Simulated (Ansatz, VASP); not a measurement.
# Cross-check of GaSb between VASP and Ansatz, part 2 of 2

Wanted: the spread between two codes on one cell, functional and k mesh. The cell is taken from a series of runs on this material, whose earlier steps may have relaxed, scaled, displaced or heated it; both programs get it as it stands.

VASP 6.6.1 and Ansatz 0.2.0.

So far: The structure; VASP: zone-centre phonons, PBEsol.

### Step 3. Ansatz: zone-centre phonons, PBEsol

Level of this step: Ansatz beside VASP: Kohn-Sham DFT, plane waves, PBEsol (Ansatz).

Ansatz runs on its PAW soft_1 files.

The same cell, functional, mesh and smearing now go to Ansatz, which takes its cutoff from its data sets.

File input.yaml:

```yaml
crystal:
  lattice:
    - [0.0313475102, 3.0855361823, 3.0284290583]
    - [3.0855361823, 0.0313475102, 3.0284290583]
    - [3.1168836925, 3.1168836925, 1.0e-10]
  atoms:
    - { symbol: Ga, position: [-0.0014973744, -0.0014973744, 0.0014973744] }
    - { symbol: Sb, position: [0.7514973744, 0.7514973744, 0.7485026256] }
kpoints:
  mp_grid: { grid: [12, 12, 12] }
hamiltonian:
  xc: pbesol
  pseudopotentials: { kind: paw, azcp: { folder: soft_1 }, xc_functional: pbe }
scf:
  occupations: { method: methfessel_paxton, width: 0.2 }
output:
  eigenvalues: true
phonons:
  method: dfpt
```

Command:

```bash
$ ansatz run input.yaml --threads 4 --pin off --max-ram 10240MiB --backend cpu --events-out ev --progress --plain --runs-dir out
```

Numbers of over 12 decimals in the logs are rounded to 6 here.

The log of the run:

```text
zone centre: on kpoints.mp_grid the ground state, and the responses unless they are solved on pairs of k-points, stand on 476 of the mesh's 1728 k-points, reduced under 2 symmetry operations, with k and −k counted as one. Each operation leaves every solved displacement unchanged or reverses it
Engine: ansatz 0.2.0, aarch64-unknown-linux-gnu
Pseudopotentials: kind: paw
Pseudopotential: Ga, paw, valence charge 13, recommended cutoff 420 eV (normal), soft_1/Ga.paw.azcp
Pseudopotential: Sb, paw, valence charge 15, recommended cutoff 420 eV (normal), soft_1/Sb.paw.azcp
Functional definition: PBEsol
  exchange = pbesol_x
  correlation = pbesol_c
Crystal: 2 atoms, lattice volume = 57.659 Å³
Basis set: ecut = 420 eV, 1135 PW (Γ), exchange–correlation on 60×60×60 points (8 copies of the dense FFT grid, shifted against one another)
Bands: 18, of which v1, the nominal top of the filled ones, is band 14 counted from 1 (13 counted from 0)
Symmetry: 4 space group operations
k-points: 476 of 1728 (irreducible under 2 space group operations, time reversal used)
Non-local potential: Ga, projectors of the file, l = 0: 2, l = 1: 2, l = 2: 3, l = 3: 1
Non-local potential: Sb, projectors of the file, l = 0: 2, l = 1: 2, l = 2: 2, l = 3: 1
PAW form: soft (Blöchl's): semilocal exchange-correlation on the pseudo side does not see the compensation charge
PAW frozen core: Ga, regenerated for the run's functional, and the local potential with it (the file was generated under x = pbe(κ = 0.804, μ = 0.219515), c = pbe(β = 0.066725))
PAW frozen core: Sb, regenerated for the run's functional, and the local potential with it (the file was generated under x = pbe(κ = 0.804, μ = 0.219515), c = pbe(β = 0.066725))
PAW one-centre angular grid: Ga, 590 points (default); XC on 64 Gauss nodes
PAW one-centre angular grid: Sb, 590 points (default); XC on 64 Gauss nodes
Initial density: superposition of atomic densities (chi_scale 0.1, normalization cell, long waves kept (reshape's long-wave potential 0.00 eV rms))
Initial wavefunctions: pseudopotential atomic-orbital guess
Functional: x = pbesol(κ = 0.804, μ = 0.123457), c = pbesol(β = 0.046)
SCF iter   1: F=—  HF=-10151.695199 eV  |F-HF|=—  |Δ(HF+E_count)|=         —  Δρ=3.14e-2  dr2=4.06e-1  ethr=3.10e-3  ⟨swp⟩=5.6  Hψ=43971  notcnv=0
preconditioner: auto → Kerker (q_TF=auto, 2.419 Å⁻¹)  [metal: Δε(μ)=0.056 eV  Ē_g=14.684 eV  σ=0.200 eV  W_gap=0.24  n_scr=14 (ndim 8)  ℏωp=20.7 eV  f_vac=0.008  D(μ)=0.04/eV (n_scr^D=0)]
SCF iter   2: F=—  HF=-10151.650340 eV  |F-HF|=—  |Δ(HF+E_count)|=   4.49e-2  S|Δr|=    0.00e0  Δρ=1.95e-2  dr2=1.86e-1  ethr=1.45e-3  ⟨swp⟩=1.0  Hψ=12377  notcnv=0
SCF iter   3: F=—  HF=-10151.609364 eV  |F-HF|=—  |Δ(HF+E_count)|=   4.10e-2  S|Δr|=    0.00e0  Δρ=3.16e-3  dr2=1.40e-2  ethr=6.65e-4  ⟨swp⟩=1.2  Hψ=8674  notcnv=0
SCF iter   4: F=—  HF=-10151.610122 eV  |F-HF|=—  |Δ(HF+E_count)|=   7.59e-4  S|Δr|=    0.00e0  Δρ=1.47e-3  dr2=2.37e-3  ethr=5.01e-5  ⟨swp⟩=2.0  Hψ=10481  notcnv=0
SCF iter   5: F=—  HF=-10151.610925 eV  |F-HF|=—  |Δ(HF+E_count)|=   8.02e-4  S|Δr|=    0.00e0  Δρ=3.71e-4  dr2=9.72e-5  ethr=8.48e-6  ⟨swp⟩=2.1  Hψ=12932  notcnv=0
SCF iter   6: F=—  HF=-10151.611026 eV  |F-HF|=—  |Δ(HF+E_count)|=   1.02e-4  S|Δr|=    0.00e0  Δρ=4.12e-4  dr2=5.86e-5  ethr=3.47e-7  ⟨swp⟩=2.0  Hψ=12859  notcnv=0
SCF iter   7: F=—  HF=-10151.611000 eV  |F-HF|=—  |Δ(HF+E_count)|=   2.65e-5  S|Δr|=    0.00e0  Δρ=8.90e-5  dr2=3.24e-6  ethr=2.09e-7  ⟨swp⟩=2.0  Hψ=12853  notcnv=0
SCF iter   8: F=—  HF=-10151.611006 eV  |F-HF|=—  |Δ(HF+E_count)|=   5.84e-6  S|Δr|=    0.00e0  Δρ=1.89e-5  dr2=1.11e-7  ethr=1.16e-8  ⟨swp⟩=2.0  Hψ=10480  notcnv=0
SCF iter   9: F=—  HF=-10151.611006 eV  |F-HF|=—  |Δ(HF+E_count)|=   2.93e-8  S|Δr|=    0.00e0  Δρ=6.67e-6  dr2=3.94e-8  ethr=3.96e-10  ⟨swp⟩=2.0  Hψ=12874  notcnv=0
SCF iter  10: F=—  HF=-10151.611006 eV  |F-HF|=—  |Δ(HF+E_count)|=   7.30e-8  S|Δr|=    0.00e0  Δρ=2.25e-6  dr2=6.00e-9  ethr=1.41e-10  ⟨swp⟩=2.0  Hψ=10461  notcnv=0
SCF iter  11: F=—  HF=-10151.611006 eV  |F-HF|=—  |Δ(HF+E_count)|=   4.80e-9  S|Δr|=    0.00e0  Δρ=8.98e-7  dr2=8.92e-10  ethr=2.14e-11  ⟨swp⟩=2.5  Hψ=11824  notcnv=0
SCF iter  12: F=—  HF=-10151.611006 eV  |F-HF|=—  |Δ(HF+E_count)|=  8.89e-10  S|Δr|=    0.00e0  Δρ=2.07e-7  dr2=2.77e-11  ethr=3.19e-12  ⟨swp⟩=2.0  Hψ=10591  notcnv=0
SCF iter  13: F=-10151.611006 eV  HF=-10151.611006 eV  |F-HF|=0.00e0  |Δ(HF+E_count)|=  4.91e-11  S|Δr|=    0.00e0  Δρ=6.54e-8  dr2=3.15e-12  ethr=1.00e-12  ⟨swp⟩=6.0  Hψ=40244  notcnv=0
SCF 1 converged in 13 iterations: F = -10151.611006 eV  dr2 = 3.15e-12
  greatest PAW one-centre occupation: 0.996 electrons in one spin orbital (limit 2), on the Sb atom at site 1 (counted from 0), in its partial waves of l = 2
DFPT response loops at Γ: preconditioner auto → Kerker (q_TF=auto, 2.419 Å⁻¹) (partly filled bands, converged f_vac=0.079); β = 1.00, the filter's whole step (`scf.mixing.beta` (0.50) is not read by the response loops under this deck's `scf.mixing.preconditioner`; to damp them name `kerker` or `kerker_dos`, under which they read `scf.mixing.beta`, and type it under 1.00, their step now; both keys bind the ground state too); Broyden in place of MSR1
SCF converged after 13 iterations
Stability not checked: this state was not tested for a lower state beside it, because cold or Methfessel-Paxton smearing, or corrected tetrahedra, fill the levels in a way that the test cannot read (fill_not_monotonic; see scf.lower_state_search)
Free energy (F): -10151.611006 eV
Harris-Foulkes:  -10151.611006 eV  (|F-HF|=0.00e0)
Internal energy: -10151.611436 eV  (E = F + TS)
E sigma→0 (E₀):  -10151.611113 eV
Entropy (-TS):   0.000430 eV (0.215 meV/atom)
Fermi energy:    7.649310 eV
Step filling:    the computed levels leave a gap of 0.0426 eV = 0.2 smearing widths at the electron count; against every level under it full and every level over it empty, smearing changes F+E_penalty+E_count by +0.193 meV and its σ→0 estimate by +0.086 meV
--- Per-component energies (eV) ---
  E_band       = -263.526494
  E_kinetic    = 275.464251
  E_local      = -3390.607031  (includes V_loc(G=0)·N_el)
  E_nonlocal   = 299.590043
  E_hartree    = 1731.848670
  E_xc         = -160.257196
  E_vxc        = -145.910468  (∫ρ·V_xc dr)
  E_paw        = -6420.659636  (= ΣΔE_a)
  E_vpaw       = -765.760554  (= ΣTr[D̂ρ^β])
  E_aug_tail   = -0.000068  (compensation charges beyond the density's cutoff)
  E_ewald      = -2488.185303
  E_core_change = 1.194834  (= ΣΔE_core)
  E_smearing   = 0.000430  (= −TS)
  E_closure    = -0.000000  (closes the sum)
  Σ components = -10151.611006   (vs F -10151.611006, Δ=0.00e0)
--- Band table (eV; the first three rows and the last of 476) ---
  k-point 0: bands = [... 10 lower, -3.8693, 7.4764, 7.4879, 7.6246, 7.6672, 10.2945, 10.3326, 10.4603]
  k-point 1: bands = [... 10 lower, -3.7995, 6.1906, 7.4810, 7.5005, 8.4373, 10.4475, 10.5818, 10.6221]
  k-point 2: bands = [... 10 lower, -3.5944, 4.8098, 7.2184, 7.2232, 8.5911, 10.8234, 10.9715, 11.4651]
  k-point 475: bands = [... 10 lower, -1.4092, 0.8646, 4.8549, 5.0626, 8.3033, 8.7439, 16.1870, 16.2998]
--- Phonons (Γ-DFPT): 4 representative perturbations + reference, on 476 of 1728 k-points (Σ response iterations 12) ---
  k mesh reduced under 2 symmetry operations, with k and −k counted as one. Each operation leaves every solved displacement unchanged or reverses it
  ASR residual: 5.457e-5 → 0.000e0 eV/Å²; symmetrization residual: 1.926e-6 eV/Å²
  ASR residual per site (eV/Å²): 4.77e-5 5.46e-5
  Γ frequencies (cm⁻¹): 0.00 0.00 0.00 213.48 216.08 217.03
  non-analytic LO–TO correction: not included (Born effective charges unavailable; polar crystals: no LO–TO splitting at Γ)
```

In the SCF lines HF is the Harris–Foulkes energy and dr2 the Hartree energy of the density residual, in eV; the loop may stop once dr2 is under the threshold and the program's other checks hold. Hψ counts applications of the Hamiltonian.

### Step 4. Comparison

Known differences besides the potentials themselves: the data sets hold 28 valence electrons in Ansatz (on its PAW soft_1 files) and 18 in VASP; the cutoff is 420 eV in Ansatz and 500 eV in VASP; Ansatz makes its cores anew for this functional, VASP keeps those of its PBE data sets. Total energies have different zeros and are not compared.

The two programs side by side:

```
             quantity  Ansatz   VASP  difference
optical mode 1 (cm⁻¹)   213.5  214.9     -0.66 %
optical mode 2 (cm⁻¹)   216.1  217.1     -0.47 %
optical mode 3 (cm⁻¹)   217.0  218.5     -0.69 %
```

Modes are paired by rising frequency, not by their patterns, so a pair may set unlike modes beside each other; they are those without the splitting of longitudinal modes.

### Step 5. Results

- r.m.s. difference of the optical zone-centre modes, each program's sorted by frequency (zone-centre phonons, PBEsol): 1.3 cm⁻¹
- difference in optical mode 3 (zone-centre phonons, PBEsol): -0.7 %

In words: The r.m.s. difference of the optical zone-centre modes, each program's sorted by frequency is 1.3 cm⁻¹ (zone-centre phonons, PBEsol). The data sets hold unlike numbers of valence electrons (28 in Ansatz and 18 in VASP), so part of the differences comes from the potentials. Among the rows given in per cent, the largest difference of the zone-centre phonons, PBEsol pair is in optical mode 3, -0.7 %. How closely two codes agree says nothing of how well the functional describes the real material.

[Lines on the potential files, build, host, timing and source positions are cut from VASP's logs without a mark.]

[Logs are printed without paths, hosts, clocks, repeated set-up lines and the standing remarks that a program may print on its own settings, such as how far it seeks lower states.]

[Hosts, paths, dates, database ids (printed as entryN), source tags and the programs' standing remarks are cut or masked in the printed files.]
